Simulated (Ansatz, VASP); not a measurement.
**GaP: VASP beside Ansatz**

```
CELL_PARAMETERS angstrom
0.00000 2.72581 2.72581
2.72581 0.00000 2.72581
2.72581 2.72581 0.00000
ATOMIC_POSITIONS crystal
Ga 0.00000 0.00000 0.00000
P 0.75000 0.75000 0.75000
```

The cell is a database's computed one.

Alike in both runs: task relaxation of cell and atoms; functional PBE; k mesh 8 × 8 × 8; occupations gaussian, width 0.02 eV; no spin polarisation.

|  | VASP | Ansatz |
| --- | --- | --- |
| version | VASP 6.6.1 | Ansatz 0.2.0 |
| potentials or method | VASP PAW PBE potentials, release 64 (Ga_d, P) | scalar-relativistic, plane waves, PAW |
| plane-wave cutoff (eV) | 600 | 420 |
| valence electrons in the cell | 18 | 18 |

Ansatz gave:

| Quantity | Value |
| --- | --- |
| gap on the k mesh at the Fermi level, each at its own relaxed structure (eV) | 1.58 |
| relaxed volume (Å³/atom) | 20.86 |
| relaxed cell length with the largest relative difference (Å) | 3.893 |
| energy change over the relaxation (meV/atom) | -5 |

Question: Estimate VASP's values.

Answer: gap on the k mesh at the Fermi level, each at its own relaxed structure (eV): 1.58; relaxed volume (Å³/atom): 20.86; relaxed cell length with the largest relative difference (Å): 3.893; energy change over the relaxation (meV/atom): -4.

A k mesh can miss the band edges. As with any semilocal functional, this PBE gap is likely too small.
